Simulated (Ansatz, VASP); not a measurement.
# LiH: VASP beside Ansatz

File INCAR:

```
  PREC = Accurate
  ENCUT = 520
  EDIFF = 1E-6
  ISMEAR = 0
  SIGMA = 0.05
  LREAL = False
  LASPH = True
  NELM = 80
  ALGO = Normal
  ISIF = 2
  LWAVE = False
  LCHARG = True
  GGA = PS
  LELF = True
  LVHAR = True
  NBANDS = 9
```

Contents of KPOINTS:

```
regular mesh
0
Gamma
  10 10 10
```

File POSCAR:

```
LiH
1.0
    0.0000000000      1.8699000000      1.8699000000
    1.8699000000      0.0000000000      1.8699000000
    1.8699000000      1.8699000000      0.0000000000
Li H
1 1
Direct
    0.0000000000      0.0000000000      0.0000000000
    0.5000000000      0.5000000000      0.5000000000
```

Input for Ansatz:

```yaml
crystal:
  lattice:
    - [0.0, 1.8699, 1.8699]
    - [1.8699, 0.0, 1.8699]
    - [1.8699, 1.8699, 0.0]
  atoms:
    - { symbol: Li, position: [0.0, 0.0, 0.0] }
    - { symbol: H, position: [0.5, 0.5, 0.5] }
basis:
  ecutwfc: 420
kpoints:
  mp_grid: { grid: [10, 10, 10] }
hamiltonian:
  xc: pbesol
scf:
  occupations: { method: gaussian, width: 0.05 }
output:
  forces: true
  stress: true
  eigenvalues: true
```

Change from the starting cell: strain -0.080 along x and y, -0.080 along z, atoms carried along.

Alike in both runs: task single point; functional PBEsol; k mesh 10 × 10 × 10; occupations gaussian, width 0.05 eV; no spin polarisation.

|  | VASP | Ansatz |
| --- | --- | --- |
| version | VASP 6.6.1 | Ansatz 0.2.0 |
| potentials or method | VASP PAW PBE potentials, release 64 (Li_sv, H) | scalar-relativistic, plane waves, PAW |
| plane-wave cutoff (eV) | 520 | 420 |
| valence electrons in the cell | 4 | 4 |

```tsv
	VASP	Ansatz	Ansatz less VASP
gap on the k mesh at the Fermi level (eV)	2.53	2.53	-0.003
least direct gap on the mesh (eV)	2.53	2.53	-0.003
```

With one functional, cell and mesh, what is left measures potentials, basis and numerics.

 A k mesh can miss the band edges.
